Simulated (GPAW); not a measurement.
A run of GPAW 26.7.0 is set up as follows.

run.py

```python
import numpy as np
from ase.dft.bandgap import bandgap
from ase.io import write
from ase.spacegroup import crystal
from ase.units import GPa
from gpaw import GPAW, PW, setup_paths
from gpaw.spinorbit import soc_eigenstates

setup_paths.insert(0, '.')

# Se 4c
# Zn 4a
atoms = crystal(['Se', 'Zn'],
                basis=[[0.25, 0.25, 0.25],
                       [0.0, 0.0, 0.0]],
                spacegroup=216, setting=1,  # F-43m
                cellpar=[5.6676, 5.6676, 5.6676, 90.0, 90.0, 90.0],
                primitive_cell=True)

calc = GPAW(mode=PW(600),
            xc='GGA_X_PBEINT+GGA_C_PBEINT',
            kpts={'size': (7, 7, 7), 'gamma': True},
            occupations={'name': 'fermi-dirac', 'width': 0.05},
            nbands=18,
            convergence={'density': 1e-05, 'energy': 1e-05},
            maxiter=150,
            txt='gpaw.txt')
atoms.calc = calc
energy = atoms.get_potential_energy()
forces = atoms.get_forces()
stress = atoms.get_stress()
calc.write('gs.gpw')
write('result.traj', atoms)
print(f'Energy: {energy:.6f} eV')
print('Forces (eV/A):')
print(forces.round(4))
print('Stress (GPa):', (stress / GPa).round(3))
print('Fermi level:', round(calc.get_fermi_level(), 4), 'eV')
print(f'Gap: {bandgap(calc)[0]:.4f} eV, direct: {bandgap(calc, direct=True)[0]:.4f} eV')

path = atoms.cell.bandpath('GXWKGLUWLK,UX', npoints=60, eps=1e-4)
bs_calc = calc.fixed_density(kpts=path, symmetry='off', nbands=29,
                             convergence={'bands': 'CBM+6.0', 'eigenstates': 1e-6}, txt='bands.txt')
bs = bs_calc.band_structure()
bs.write('bs.json')
print(f'Gap on the path: {bandgap(bs_calc)[0]:.4f} eV')

soc = soc_eigenstates(bs_calc, theta=90, phi=45)
np.savetxt('soc_bands.dat', soc.eigenvalues(), fmt='%.4f')
mesh = soc_eigenstates('gs.gpw', theta=90, phi=45)
np.savetxt('soc_mesh.dat', mesh.eigenvalues(), fmt='%.4f')
print('Fermi level with spin-orbit coupling:', round(mesh.fermi_level, 4), 'eV')
```

Potentials or basis: PAW data sets generated in the run's folder for this functional, pw.

The run is started by

```console
$ gpaw-setup -f GGA_X_PBEINT+GGA_C_PBEINT Se Zn
$ OMP_NUM_THREADS=1 python run.py
```

Problem. Predict the pressure.

Solution. 0.0 GPa.

Problem. Predict the band gap on the k mesh.

Solution. 1.13 eV, direct.

Problem. Estimate the band gap along the path.

Solution. 1.13 eV, direct.

Levels at the corners of the path, in eV from the valence-band top:
```tsv
point	band 14	band 15	band 16	band 17	band 18	band 19	band 20	band 21	band 22	band 23
Γ	-0.40	0.00	0.00	0.00	0.00	1.13	1.13	5.54	5.54	5.69
X	-4.88	-2.42	-2.42	-2.24	-2.24	2.77	2.77	3.30	3.30	10.51
W	-4.76	-3.03	-2.85	-2.80	-2.78	5.21	5.28	5.41	5.52	6.75
K	-4.79	-3.31	-3.19	-1.93	-1.93	3.40	3.40	5.38	5.49	8.84
Γ	-0.40	0.00	0.00	0.00	0.00	1.13	1.13	5.54	5.54	5.69
L	-5.38	-1.12	-1.12	-0.89	-0.89	2.39	2.39	6.17	6.17	6.24
U	-4.79	-3.31	-3.19	-1.93	-1.93	3.40	3.40	5.38	5.49	8.84
W	-4.76	-3.03	-2.85	-2.80	-2.78	5.21	5.28	5.41	5.52	6.75
L	-5.38	-1.12	-1.12	-0.89	-0.89	2.39	2.39	6.17	6.17	6.24
K	-4.79	-3.31	-3.19	-1.93	-1.93	3.40	3.40	5.38	5.49	8.84
U	-4.79	-3.31	-3.19	-1.93	-1.93	3.40	3.40	5.38	5.49	8.84
X	-4.88	-2.42	-2.42	-2.24	-2.24	2.77	2.77	3.30	3.30	10.51
```

Caveat: spin-orbit coupling was added after a scalar SCF, so levels and gaps hold it while energy, forces, pressure and moments don't; this program's spin-orbit splittings come out too wide for heavy elements.

**Experimental background.**

“Alloy Disordering Effects on the Thermal Conductivity and Energy Gap Temperature Dependence of Cd1−xZnxSe Ternary Crystals Grown by the Bridgman Method”, 2023, pmc:10253836 reports, for a bulk crystal of ZnSe at 300 K: band gap 2.695 ± 0.003 eV (an exciton energy, a little under the gap).

Against the measured gap of ZnSe, 2.695 eV (an exciton energy, a little under the gap; 300 K; “Alloy Disordering Effects on the Thermal Conductivity and Energy Gap Temperature Dependence of Cd1−xZnxSe Ternary Crystals Grown by the Bridgman Method”, 2023, pmc:10253836), the calculated 1.13 eV is off by -1.56 eV. So large a miss can be the level of theory's own, or it may mean another phase, state or a wrong row. The value is that of PBEint, without temperature or zero-point motion.
